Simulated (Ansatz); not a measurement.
# As (Cmce) in Ansatz: further runs

One crystal, As, is run at these levels: LDA; tasks: single point, equation of state.

Everything below comes from runs of Ansatz 0.2.0. Logs are shortened: lines on timing, memory, paths and dates and some standing lists are left out, and cuts for length are marked.

## (1) The structure

It takes space group Cmce (No. 64, orthorhombic). The conventional cell has a = 3.650 Å, b = 11.000 Å, c = 4.470 Å, α = 90.00°, β = 90.00°, γ = 90.00°. As (site symmetry m) has 3 As at 2.48 to 2.49 Å as nearest neighbours.

This isn't the form of As at room conditions, which is rhombohedral.

## (2) Single point, LDA, 21.09 Å³/atom (volume scaled by 0.94)

The input, input.yaml:

```yaml
crystal:
  lattice:
    - [1.7877446484, -5.3877235979, 0.0]
    - [1.7877446484, 5.3877235979, 0.0]
    - [0.0, 0.0, 4.378749906]
  atoms:
    - { symbol: As, position: [0.39, 0.61, 0.56] }
    - { symbol: As, position: [0.89, 0.11, 0.94] }
    - { symbol: As, position: [0.61, 0.39, 0.44] }
    - { symbol: As, position: [0.11, 0.89, 0.06] }
kpoints:
  mp_grid: { grid: [8, 8, 6] }
scf:
  occupations: { method: fermi_dirac, width: 0.05 }
hamiltonian:
  xc: lda
  pseudopotentials: { kind: all_electron, lapw: { basis_error: 0.002 } }
output:
  forces: true
  stress: true
  eigenvalues: true
```

Potentials or basis: all-electron LAPW, scalar-relativistic.

Started as:

```bash
> ansatz run input.yaml --threads 2 --pin off --max-ram 8192MiB --backend cpu --events-out ev --progress --plain --runs-dir out
```

Log:

```text
Warning: RAYON_NUM_THREADS=2 ignored (pool sized by the plan → 2); use --threads N
LAPW: plane waves up to 8.740 Å⁻¹, error target 2.0e-3 eV per atom; small_component_spin mean_spin; As in spheres of 1.214 Å, 23 of its electrons in bands, Dirac shells [] (how accurate: hamiltonian.pseudopotentials.lapw.basis_error, Limitations)
Engine: ansatz 0.2.0, aarch64-unknown-linux-gnu
Pseudopotentials: kind: all_electron
Pseudopotential: As, LAPW, valence charge 23, lapw/all_electron/scalar/gaussian/As, Koelling and Harmon's equation, gaussian nucleus
Functional definition: SPW92
  exchange = slater_x
  correlation = pw_c
Crystal: 4 atoms, lattice volume = 84.351 Å³
Basis set: ecut = 291.04237407442906 eV, 923 PW (Γ), FFT grids on a1+a2, a2, a3, exchange–correlation at level 2
Bands: 56, of which v1, the nominal top of the filled ones, is band 46 counted from 1 (45 counted from 0)
Symmetry: 8 space group operations
Space group: Cmce (ITA 64), of the structure as read, at distance tolerance 4.4e-5 Å
k-points: 84 of 384
Non-local potential: As, projectors of the file, none
Initial density: superposition of atomic densities (chi_scale 0.1, normalization cell)
Initial wavefunctions: plane waves of lowest kinetic energy (no species holds an atomic orbital)
Functional: x = slater, c = lda
iter 1 solved again at ethr=3.73e-4 eV; its pass at ethr=1.00e-1 eV (dr2=3.43e-1 eV) is discarded
SCF iter   1: F=—  HF=-245766.184482 eV  |F-HF|=—  |Δ(HF+E_count)|=         —  Δρ=2.26e-2  dr2=3.44e-1  ethr=3.73e-4  ⟨swp⟩=2.9  Hψ=29347  notcnv=0
preconditioner: auto → Kerker (q_TF=auto, 2.768 Å⁻¹)  [metal: Δε(μ)=0.030 eV  Ē_g=11.526 eV  σ=0.050 eV  W_gap=0.15  n_scr=30 (ndim 8)  ℏωp=18.1 eV  f_vac=0.002  D(μ)=0.43/eV (n_scr^D=0)]
SCF iter   2: F=—  HF=-245766.121551 eV  |F-HF|=—  |Δ(HF+E_count)|=   6.29e-2  Δρ=1.50e-2  dr2=1.84e-1  ethr=3.73e-4  ⟨swp⟩=2.0  Hψ=12952  notcnv=0
iter 3 solved again at ethr=1.91e-5 eV; its pass at ethr=2.00e-4 eV (dr2=1.76e-2 eV) is discarded
SCF iter   3: F=—  HF=-245766.081039 eV  |F-HF|=—  |Δ(HF+E_count)|=   4.05e-2  Δρ=3.65e-3  dr2=1.75e-2  ethr=1.91e-5  ⟨swp⟩=2.0  Hψ=23365  notcnv=0
SCF iter   4: F=—  HF=-245766.071107 eV  |F-HF|=—  |Δ(HF+E_count)|=   9.93e-3  Δρ=1.92e-3  dr2=5.60e-3  ethr=1.91e-5  ⟨swp⟩=2.0  Hψ=12949  notcnv=0
SCF iter   5: F=—  HF=-245766.070539 eV  |F-HF|=—  |Δ(HF+E_count)|=         —  Δρ=7.80e-4  dr2=7.05e-4  ethr=6.09e-6  ⟨swp⟩=2.0  Hψ=12949  notcnv=0
the basis was enlarged: its passes take 193.9 KiB over the memory plan, 2 of 2 planned eigensolver slots
SCF iter   6: F=—  HF=-245766.070386 eV  |F-HF|=—  |Δ(HF+E_count)|=   1.53e-4  Δρ=3.00e-4  dr2=7.84e-5  ethr=7.67e-7  ⟨swp⟩=2.0  Hψ=12951  notcnv=0
SCF iter   7: F=—  HF=-245766.070372 eV  |F-HF|=—  |Δ(HF+E_count)|=   1.32e-5  Δρ=1.15e-4  dr2=1.25e-5  ethr=8.52e-8  ⟨swp⟩=2.0  Hψ=12950  notcnv=0
SCF iter   8: F=—  HF=-245766.070371 eV  |F-HF|=—  |Δ(HF+E_count)|=   1.48e-6  Δρ=2.03e-5  dr2=7.42e-7  ethr=1.36e-8  ⟨swp⟩=2.0  Hψ=12950  notcnv=0
SCF iter   9: F=—  HF=-245766.070371 eV  |F-HF|=—  |Δ(HF+E_count)|=   2.54e-7  Δρ=8.02e-6  dr2=1.41e-7  ethr=8.07e-10  ⟨swp⟩=2.0  Hψ=12951  notcnv=0
SCF iter  10: F=-245766.070371 eV  HF=-245766.070371 eV  |F-HF|=1.39e-8  |Δ(HF+E_count)|=   1.91e-8  Δρ=2.20e-6  dr2=1.78e-8  ethr=1.53e-10  ⟨swp⟩=2.0  Hψ=12951  notcnv=0
SCF 1 converged in 10 iterations: F = -245766.070371 eV  dr2 = 1.78e-8
SCF converged after 10 iterations
Free energy (F): -245766.070371 eV
Harris-Foulkes:  -245766.070371 eV  (|F-HF|=1.39e-8)
Internal energy: -245766.066334 eV  (E = F + TS)
E sigma→0 (E₀):  -245766.068353 eV
Entropy (-TS):   -0.004036 eV (-1.009 meV/atom)
Fermi energy:    11.186181 eV
--- Per-component energies (eV) ---
  E_band       = -5103.413006
  E_kinetic    = 251163.295681
  E_xc         = -8793.721853
  E_electrostatic = -488135.640162  (all electrons and nuclei)
  E_smearing   = -0.004036  (= −TS)
  E_closure    = 0.000000  (closes the sum)
  E_atoms      = -245744.732936  (free atoms, spherical and without spin; not in F)
  Σ components = -245766.070371   (vs F -245766.070371, Δ=0.00e0)
  Basis errors (estimates in eV, not in F): energy 8.1e-4 per atom: plane waves 7.7e-4 (4.6e-4 summed), levels above the bands 9.0e-73, relativity 4.5e-9, radial functions 4.3e-5, core shells 9.0e-10; eigenvalues (radial functions only) 8.9e-7; not estimated: angular momenta, meshes, grids; target (lapw.basis_error) 2.0e-3; muffin-tin radii As 1.214 Å
--- Forces (eV/Å), atoms counted from 1 ---
  atom   1  As     0.00000000     0.37213367    -0.14130976
  atom   2  As     0.00000000     0.37213367     0.14130976
  atom   3  As     0.00000000    -0.37213367     0.14130976
  atom   4  As     0.00000000    -0.37213367    -0.14130976
  max |Σ_I F_I| component: 2.08e-17 eV/Å
--- Stress (GPa, compression-positive) ---
        4.028105       0.000000       0.000000
        0.000000       2.906233       0.000000
        0.000000       0.000000       1.560638
  P = ⅓ Tr σ = 2.8317 GPa (28.317 kbar)
--- Band table (eV; the first three rows and the last of 84) ---
  k-point 0: bands = ["-173.4158", "-173.4154", "-173.4152", "-173.4148", "-117.3520", "-117.3498", "-117.3497", "-117.3495", "-117.3492", "-117.3473", "-117.3454", "-117.3451", "-117.2986", "-117.2970", "-117.2969", "-117.2954", "-25.0090", "-25.0071", "-24.9915", "-24.9540", "-24.9461", "-24.9169", "-24.9163", "-24.9156", "-24.8908", "-24.8820", "-24.8719", "-24.8691", "-24.8583", "-24.8505", "-24.8482", "-24.8399", "-24.8221", "-24.8046", "-24.8011", "-24.7893", "-4.1328", "-1.1328", "1.6787", "4.7339", "5.3504", "6.5787", "8.0102", "8.8023", "9.2461", "10.0777", "13.1676", "13.1981", "13.7531", "14.7701", "16.3037", "16.7784", "18.3861", "18.6207", "19.8569", "19.9247"]
  k-point 1: bands = ["-173.4158", "-173.4155", "-173.4151", "-173.4149", "-117.3520", "-117.3503", "-117.3494", "-117.3492", "-117.3491", "-117.3474", "-117.3454", "-117.3452", "-117.2986", "-117.2974", "-117.2965", "-117.2954", "-25.0071", "-25.0052", "-24.9886", "-24.9550", "-24.9456", "-24.9245", "-24.9159", "-24.9116", "-24.8964", "-24.8763", "-24.8750", "-24.8655", "-24.8539", "-24.8521", "-24.8479", "-24.8389", "-24.8229", "-24.8061", "-24.8032", "-24.7925", "-3.9601", "-1.2667", "1.4249", "4.3750", "5.1470", "7.2530", "8.1710", "9.3197", "9.3371", "9.5991", "13.2680", "13.4258", "13.9719", "14.1632", "15.5016", "16.5628", "17.9646", "18.8611", "19.5849", "20.6117"]
  k-point 2: bands = ["-173.4157", "-173.4156", "-173.4150", "-173.4149", "-117.3517", "-117.3509", "-117.3494", "-117.3492", "-117.3486", "-117.3477", "-117.3454", "-117.3452", "-117.2984", "-117.2978", "-117.2962", "-117.2956", "-25.0028", "-25.0016", "-24.9805", "-24.9595", "-24.9444", "-24.9357", "-24.9132", "-24.9047", "-24.9037", "-24.8848", "-24.8686", "-24.8563", "-24.8562", "-24.8513", "-24.8439", "-24.8359", "-24.8228", "-24.8092", "-24.8075", "-24.8015", "-3.4577", "-1.8319", "1.4017", "3.1459", "5.6584", "7.6792", "8.6085", "9.0803", "9.3956", "10.9685", "12.2635", "13.2194", "13.3297", "14.1950", "15.2292", "16.8714", "17.7814", "19.6452", "19.9856", "21.0729"]
  k-point 83: bands = ["-173.4157", "-173.4157", "-173.4150", "-173.4150", "-117.3514", "-117.3514", "-117.3493", "-117.3493", "-117.3481", "-117.3481", "-117.3453", "-117.3453", "-117.2981", "-117.2981", "-117.2958", "-117.2958", "-25.0002", "-25.0002", "-24.9699", "-24.9699", "-24.9417", "-24.9417", "-24.9109", "-24.9109", "-24.8948", "-24.8948", "-24.8602", "-24.8602", "-24.8518", "-24.8518", "-24.8371", "-24.8371", "-24.8150", "-24.8150", "-24.8102", "-24.8102", "-2.5024", "-2.5024", "1.1346", "1.1346", "9.0056", "9.0056", "9.2766", "9.2766", "10.0756", "10.0756", "12.6528", "12.6528", "13.1741", "13.1741", "13.8991", "13.8991", "18.9460", "18.9460", "19.8385", "19.8385"]
```

Run time: 55 s. Hardware: 2 threads of Arm Neoverse V1, shared host; peak memory 0.73 GiB.

What came out:

| Property | Result |
| --- | --- |
| Free energy | -245766.0704 eV |
| Pressure | 2.8 GPa |
| Largest force | 0.398 eV/Å |
| Band gap on the k mesh | none (metal or under the smearing width) |

## (3) Single point, LDA, 21.54 Å³/atom (volume scaled by 0.96)

Edit input.yaml of step 2 so:

```diff
@@ -2,5 +2,5 @@
   lattice:
-    - [1.7877446484, -5.3877235979, 0.0]
-    - [1.7877446484, 5.3877235979, 0.0]
-    - [0.0, 0.0, 4.378749906]
+    - [1.8003348143, -5.4256665635, 0.0]
+    - [1.8003348143, 5.4256665635, 0.0]
+    - [0.0, 0.0, 4.4095871889]
   atoms:
```

Potentials or basis: all-electron LAPW, scalar-relativistic.

Started as:

```bash
> ansatz run input.yaml --threads 2 --pin off --max-ram 8192MiB --backend cpu --events-out ev --progress --plain --runs-dir out
```

Run time: 54 s. Hardware: 2 threads of Arm Neoverse V1, shared host; peak memory 0.72 GiB.

The run converged. Its results:

| Property | Result |
| --- | --- |
| Free energy | -245766.0921 eV |
| Pressure | 1.1 GPa |
| Largest force | 0.230 eV/Å |
| Band gap on the k mesh | none (metal or under the smearing width) |

## (4) Single point, LDA, 21.99 Å³/atom (volume scaled by 0.98)

Edit input.yaml of step 3 so:

```diff
@@ -2,5 +2,5 @@
   lattice:
-    - [1.8003348143, -5.4256665635, 0.0]
-    - [1.8003348143, 5.4256665635, 0.0]
-    - [0.0, 0.0, 4.4095871889]
+    - [1.8127513088, -5.4630861361, 0.0]
+    - [1.8127513088, 5.4630861361, 0.0]
+    - [0.0, 0.0, 4.4399990961]
   atoms:
```

Started as:

```bash
> ansatz run input.yaml --threads 2 --pin off --max-ram 8192MiB --backend cpu --events-out ev --progress --plain --runs-dir out
```

Run time: 54 s. Hardware: 2 threads of Arm Neoverse V1, shared host; peak memory 0.72 GiB.

Results (log left out):

```yaml
Free_energy: -245766.0954 eV
Pressure: -0.5 GPa
Largest_force: 0.131 eV/Å
Band_gap_on_the_k_mesh: none (metal or under the smearing width)
```

## (5) Single point, LDA, 22.43 Å³/atom

Edit input.yaml of step 4 so:

```diff
@@ -2,5 +2,5 @@
   lattice:
-    - [1.8127513088, -5.4630861361, 0.0]
-    - [1.8127513088, 5.4630861361, 0.0]
-    - [0.0, 0.0, 4.4399990961]
+    - [1.825, -5.5, 0.0]
+    - [1.825, 5.5, 0.0]
+    - [0.0, 0.0, 4.47]
   atoms:
```

Started as:

```bash
> ansatz run input.yaml --threads 2 --pin off --max-ram 8192MiB --backend cpu --events-out ev --progress --plain --runs-dir out
```

It took 54 s on 2 threads of Arm Neoverse V1, shared host; peak memory 0.72 GiB.

Results (log left out):

```
Free energy            : -245766.0820 eV
Pressure               : -1.9 GPa
Largest force          : 0.192 eV/Å
Band gap on the k mesh : 0.02 eV, indirect (least direct gap 0.09 eV)
```

## (6) Single point, LDA, 22.88 Å³/atom (volume scaled by 1.02)

Edit input.yaml of step 5 so:

```diff
@@ -2,5 +2,5 @@
   lattice:
-    - [1.825, -5.5, 0.0]
-    - [1.825, 5.5, 0.0]
-    - [0.0, 0.0, 4.47]
+    - [1.8370864449, -5.5364249026, 0.0]
+    - [1.8370864449, 5.5364249026, 0.0]
+    - [0.0, 0.0, 4.4996035117]
   atoms:
```

Potentials or basis: all-electron LAPW, scalar-relativistic.

Started as:

```bash
> ansatz run input.yaml --threads 2 --pin off --max-ram 8192MiB --backend cpu --events-out ev --progress --plain --runs-dir out
```

Wall time 53 s (2 threads of Arm Neoverse V1, shared host); peak memory 0.71 GiB.

The run converged. Its results:

```
Free energy            : -245766.0538 eV
Pressure               : -3.1 GPa
Largest force          : 0.318 eV/Å
Band gap on the k mesh : 0.05 eV, indirect (least direct gap 0.13 eV)
```

## (7) Single point, LDA, 23.33 Å³/atom (volume scaled by 1.04)

Edit input.yaml of step 6 so:

```diff
@@ -2,5 +2,5 @@
   lattice:
-    - [1.8370864449, -5.5364249026, 0.0]
-    - [1.8370864449, 5.5364249026, 0.0]
-    - [0.0, 0.0, 4.4996035117]
+    - [1.849015912, -5.572376721, 0.0]
+    - [1.849015912, 5.572376721, 0.0]
+    - [0.0, 0.0, 4.5288225351]
   atoms:
```

Started as:

```bash
> ansatz run input.yaml --threads 2 --pin off --max-ram 8192MiB --backend cpu --events-out ev --progress --plain --runs-dir out
```

It took 53 s on 2 threads of Arm Neoverse V1, shared host; peak memory 0.71 GiB.

It converged, with:

- Free energy: -245766.0121 eV
- Pressure: -4.3 GPa
- Largest force: 0.448 eV/Å
- Band gap on the k mesh: 0.08 eV, indirect (least direct gap 0.15 eV)

## (8) Single point, LDA, 23.78 Å³/atom (volume scaled by 1.06)

Edit input.yaml of step 7 so:

```diff
@@ -2,5 +2,5 @@
   lattice:
-    - [1.849015912, -5.572376721, 0.0]
-    - [1.849015912, 5.572376721, 0.0]
-    - [0.0, 0.0, 4.5288225351]
+    - [1.8607934009, -5.6078705233, 0.0]
+    - [1.8607934009, 5.6078705233, 0.0]
+    - [0.0, 0.0, 4.5576693162]
   atoms:
```

Started as:

```bash
> ansatz run input.yaml --threads 2 --pin off --max-ram 8192MiB --backend cpu --events-out ev --progress --plain --runs-dir out
```

Wall time 50 s (2 threads of Arm Neoverse V1, shared host); peak memory 0.71 GiB.

Results (log left out):

| Item | Value |
| --- | --- |
| Free energy | -245765.9583 eV |
| Pressure | -5.3 GPa |
| Largest force | 0.573 eV/Å |
| Band gap on the k mesh | 0.11 eV, indirect (least direct gap 0.18 eV) |

## (9) Equation of state, LDA

Potentials or basis: all-electron LAPW, scalar-relativistic.

This step only gathers the single runs of the series.

Results:

| Item | Value |
| --- | --- |
| Equilibrium volume | 21.84 Å³/atom |
| Bulk modulus at fixed shape and positions | 74 GPa |
| Pressure derivative of the bulk modulus | 4.1 |

Energy against volume, from the lowest point:
```tsv
volume (Å³/atom)	energy (meV/atom)
21.088	6.25
21.536	0.82
21.985	0.00
22.434	3.33
22.882	10.39
23.331	20.82
23.780	34.27
```

Caveat: the cell was scaled at fixed shape and fractional positions, which overstates the stiffness of a crystal with free parameters, most of all of layers and chains.
